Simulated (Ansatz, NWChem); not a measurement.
# Worked example: the enthalpy of formation of C3H6O (propionaldehyde)

C3H6O: 10 atoms, total charge 0, spin state singlet. SMILES: `CCC=O`. The coordinates come from a PBE0-D4/def2-TZVP relaxation. This is one conformer, not always the lowest.

Total energies at CCSD(T)/cc-pVDZ, 4 core orbitals frozen (NWChem 7.3.0); the atoms run unrestricted:

| species | state | energy (Eh) |
| --- | --- | --- |
| C3H6O | singlet | -192.625416 |
| C | triplet | -37.760377 |
| O | triplet | -74.909950 |
| H | doublet | -0.499278 |

Harmonic wavenumbers at PBE0-D4/def2-TZVP, in cm⁻¹: 76, 213, 325, 512, 760, 879, 921, 1037, 1138, 1161, 1269, 1324, 1403, 1421, 1457, 1492, 1497, 1845, 2870, 3036, 3054, 3113, 3133, 3139.

Measured heats of formation of the gaseous atoms at 298.15 K, in kJ/mol: C 716.9, O 249.2, H 218.0. Spin-orbit lowering of the atoms at 298 K (mean of the ground term's levels less their thermal mean, from spectra), in kJ/mol: C 0.02, O 0.40. Take 1 Eh = 2625.50 kJ/mol, 1 cm⁻¹ = 0.0119627 kJ/mol, RT = 2.479 kJ/mol.

Problem. Work out the heat of formation of the gas at 298 K.

Solution. 
1. Electronic atomisation energy: 3 × (-37.760377) + (-74.909950) + 6 × (-0.499278) − (-192.625416) = 1.438667 Eh = 3777.2 kJ/mol.
2. Zero-point energy: half the sum of the wavenumbers, 18537.5 cm⁻¹ = 221.8 kJ/mol.
3. Thermal vibrational enthalpy, Σ hcν̃/(exp(hcν̃/kT) − 1): 5.9 kJ/mol. Translation, rotation and pV of a non-linear molecule: 4 RT = 9.9 kJ/mol.
4. The 10 free atoms carry 5/2 RT each: 62.0 kJ/mol.
5. Spin-orbit coupling lowers the free atoms by 3 × 0.02 + 0.40 = 0.5 kJ/mol.
6. Atomisation enthalpy at 298 K: 3777.2 − 0.5 − 221.8 − 5.9 − 9.9 + 62.0 = 3601.1 kJ/mol.
7. Sum of the atoms' heats of formation: 3707.9 kJ/mol. Heat of formation: 3707.9 − 3601.1 = +106.8 kJ/mol.

The tabulated value is -185.6 kJ/mol (CRC Handbook of Chemistry and Physics), so this level is off by +292.4 kJ/mol, or 7.5 % of the atomisation enthalpy that the table implies (3893.4 kJ/mol). Coupled cluster needs large bases for atomisation: in a finite one the molecule is underbound. A double-zeta basis underbinds. Anharmonicity and any spin-orbit splitting of the molecule are left out, and cores are frozen in the wave-function part.
